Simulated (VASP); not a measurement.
Set up this calculation in VASP 6.6.1, as the native input.

```yaml
Task: relaxation of cell and atoms
Functional: PBEsol
Potentials_or_basis: VASP PAW PBE potentials, release 64 (B, As)
Cutoff: 600 eV
k_mesh: 6 × 6 × 6
Occupations: gaussian, width 0.03 eV
Spin: no spin polarisation
Further_INCAR_settings: ALGO = Normal; EDIFF = 1e-06; IBRION = 2; EDIFFG = -0.01; NSW = 90; ISIF = 3
```

The structure of B6As lies in POSCAR:

```
B6As
1.0
    3.0684222178      1.7715543935      3.9649353976
   -3.0684222178      1.7715543935      3.9649353976
    0.0000000000     -3.5431087869      3.9649353976
B As
12 2
Direct
    0.0152897200      0.0152897200      0.3248784800
    0.0152897200      0.3248784800      0.0152897200
    0.8218557000      0.2724864900      0.8218557000
    0.8218557000      0.8218557000      0.2724864900
    0.2724864900      0.8218557000      0.8218557000
    0.7275135100      0.1781443000      0.1781443000
    0.1781443000      0.7275135100      0.1781443000
    0.1781443000      0.1781443000      0.7275135100
    0.9847102800      0.6751215200      0.9847102800
    0.9847102800      0.9847102800      0.6751215200
    0.6751215200      0.9847102800      0.9847102800
    0.3248784800      0.0152897200      0.0152897200
    0.6005523500      0.6005523500      0.6005523500
    0.3994476500      0.3994476500      0.3994476500
```

The cell is a database's computed one.

One way to write it, as run:

INCAR

```
  PREC = Accurate
  ENCUT = 600
  EDIFF = 1E-6
  ISMEAR = 0
  SIGMA = 0.03
  LREAL = False
  LASPH = True
  NELM = 80
  ALGO = Normal
  ISIF = 3
  LWAVE = False
  LCHARG = False
  GGA = PS
  IBRION = 2
  NSW = 90
  EDIFFG = -0.01
  KPAR = 4
```

KPOINTS

```
Automatic mesh
0
Gamma
  6 6 6
```

Potentials or basis: VASP PAW PBE potentials, release 64 (B, As).

Run with:

```bash
$ cat potpaw_PBE.64/B/POTCAR potpaw_PBE.64/As/POTCAR > POTCAR
$ mpirun -np 4 vasp_std > vasp.out
```

Results of the run:

- Relaxed volume: 9.18 Å³/atom
- Relaxed cell: a = 5.304 Å, b = 5.304 Å, c = 5.304 Å, α = 70.61°, β = 70.61°, γ = 70.61°
- Space group after relaxing (to 0.05 Å): R-3m (No. 166)
- Energy gained by relaxing: 0.2 meV/atom
- Ionic steps: 6
- Pressure after relaxing: 0.0 GPa
- Largest force after relaxing: 0.007 eV/Å
- Band gap on the k mesh: 2.62 eV, indirect (least direct gap 2.66 eV)

Caveat: the PAW data sets were made with another functional, which shifts forces and pressure a little.

It took 97 s on 4 MPI ranks on Intel(R) Xeon(R) Platinum 8488C (Sapphire Rapids), with other jobs on the host, peak memory 0.34 GiB a rank.
